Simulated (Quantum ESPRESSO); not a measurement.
The system is Sb.

```
Sb
1.0
     3.16000    0.00000    0.00000
     0.00000    3.16000    0.00000
     0.00000    0.00000    3.16000
Sb
1
Direct
  0.00000 0.00000 0.00000
```

This isn't the form of Sb at room conditions, which is rhombohedral.

- Program: Quantum ESPRESSO 7.5
- Task: relaxation of cell and atoms
- Functional: PBEsol
- Potentials or basis: GBRV 1.5 PBEsol
- Cutoff: 612 eV
- Density cutoff: 4898 eV
- k mesh: 8 × 8 × 8
- Occupations: fermi-dirac, width 0.05 eV
- Spin: no spin polarisation

At the start: pressure -4.8 GPa; volume 31.55 Å³/atom.

Q: Where does the relaxation end?

A: Over 4 steps the energy falls by 41.2 meV/atom and the volume is 28.82 Å³/atom (-8.7 %); space group Pm-3m (No. 221, to 0.05 Å).

The path:
| step | energy change (eV) | largest force (eV/Å) | pressure (GPa) | volume (Å³) |
| --- | --- | --- | --- | --- |
| 1 | 0.0000 | 0.0000 | -4.85 | 31.55 |
| 2 | -0.0293 | 0.0000 | -2.93 | 30.29 |
| 3 | -0.0407 | 0.0000 | 0.43 | 28.62 |
| 4 | -0.0412 | 0.0000 | -0.03 | 28.82 |

Final structure:
```xyz
1
Lattice="3.0660 0.0000 0.0000 0.0000 3.0660 0.0000 0.0000 0.0000 3.0660" Properties=species:S:1:pos:R:3 pbc="T T T"
Sb    0.0000    0.0000    0.0000
```
